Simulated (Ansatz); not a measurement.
SrO (P6_3/mmc) from a database structure, relaxed with r2SCAN, was run in Ansatz under altered settings. All numbers are computed, without spin polarisation but where a row says otherwise.

```yaml
crystal:
  lattice:
    - [3.54713, 0.00000, 0.00000]
    - [-1.77356, 3.07190, 0.00000]
    - [0.00000, 0.00000, 6.20834]
  atoms:
    - { symbol: Sr, position: [0.33333, 0.66667, 0.25000] }
    - { symbol: Sr, position: [0.66667, 0.33333, 0.75000] }
    - { symbol: O, position: [0.00000, 0.00000, 0.00000] }
    - { symbol: O, position: [0.00000, 0.00000, 0.50000] }
```

The base run's other keys:
```yaml
kpoints:
  mp_grid: { grid: [6, 6, 2] }
hamiltonian:
  xc: hse06
scf:
  occupations: { method: fixed }
  n_extra_bands: 5
```

It takes 13 iterations with 1299 plane waves at 420 eV and 14 k points, and leaves a mean stress of -0.29 GPa. The gap over this mesh is 4.533 eV. It ran on 4 threads of Arm Neoverse N1, on a shared host.

Outcomes, with energy and stress as changes against the base:
```
                                     setting    outcome  ΔF (meV/atom)  Δ mean stress (GPa)  gap on the mesh (eV)  iterations  wall time
    PBE hybrid, exx coeff 1.0, omega 0.1 1/Å  converged              –                 -6.4                10.810          25       21 s
PBE hybrid, exx coeff 0.35, omega 0.2078 1/Å  converged              –                 -0.9                 5.135          15       15 s
   PBE hybrid, exx coeff 0.15, omega 0.1 1/Å  converged              –                 +0.8                 4.148          11       13 s
           scf.mixing.preconditioner: kerker  converged            0.0                  0.0                 4.533          14       14 s
```
A dash marks a value that wasn't obtained or can't be compared. Stress is positive in compression. The base took 14 s. The base's mesh is coarse for a hybrid, so its own values aren't converged.

- PBE hybrid, exx coeff 1.0, omega 0.1 1/Å. That is 100 % exact exchange, screened with ω = 0.1 1/Å, against HSE06's 25 % screened at 0.208 1/Å. The mean stress moves by -6.4 GPa and the gap on the mesh by +6.277 eV (to 10.810). Totals of different functionals aren't comparable. The program warns that on this mesh the truncation of the exchange isn't bounded, so part of the change can be an error of the mesh.
- PBE hybrid, exx coeff 0.35, omega 0.2078 1/Å. That is 35 % exact exchange, screened with ω = 0.2078 1/Å, against HSE06's 25 % screened at 0.208 1/Å. The mean stress moves by -0.9 GPa and the gap on the mesh by +0.602 eV (to 5.135). Totals of different functionals aren't comparable.
- PBE hybrid, exx coeff 0.15, omega 0.1 1/Å. That is 15 % exact exchange, screened with ω = 0.1 1/Å, against HSE06's 25 % screened at 0.208 1/Å. The mean stress moves by +0.8 GPa and the gap on the mesh by -0.385 eV (to 4.148). Totals of different functionals aren't comparable. The program warns that on this mesh the truncation of the exchange isn't bounded, so part of the change can be an error of the mesh.

Within 1 meV an atom, 0.1 GPa and 0.005 eV of the base stay: scf.mixing.preconditioner: kerker.

The runs are scalar-relativistic, without spin-orbit coupling.

The program warns that its thresholds are loose for a hybrid's stress.

The meshes of the hybrids are coarse, so their gaps aren't converged to the digits shown.
